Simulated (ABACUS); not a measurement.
## CdTe in ABACUS: the effect of exact exchange share

CdTe:

```
Te Cd
1.0
     0.00000    3.20500    3.20500
     3.20500    0.00000    3.20500
     3.20500    3.20500    0.00000
Te Cd
1 1
Direct
  0.75000 0.75000 0.75000
  0.00000 0.00000 0.00000
```

Alike in all runs:

```yaml
Program: ABACUS 3.10.1
Task: single point
Potentials_or_basis: SG15 ONCV 1.2 PBE
Cutoff: 1401 eV
Density_cutoff: 5606 eV
Basis: DZP LCAO (the cutoffs set its grid)
k_mesh: 3 × 3 × 3
Occupations: fermi-dirac, width 0.05 eV
Spin: no spin polarisation
```

| exact exchange share | functional | gap on the mesh (eV) |
| --- | --- | --- |
| 0.1 | HSE-type (share 0.1, screening 0.11/bohr) | 1.22 |
| 0.25 | HSE-type (share 0.25, screening 0.11/bohr) | ? |
| 0.4 | HSE-type (share 0.4, screening 0.11/bohr) | 2.46 |

Task: What does the run with exact exchange share 0.25 give?

Result: gap on the mesh 1.82 eV.

Caveats: all runs use coarse meshes; the atomic orbitals were generated for these runs and aren't a published set; gaps of hybrids in this basis differ from plane-wave ones by up to 0.1 eV; spin-orbit coupling is left out, which moves the levels of the heavy elements; the basis of atomic orbitals isn't converged, which shifts pressures, moduli and gaps.

Runs at the PBE level aren't shown here.
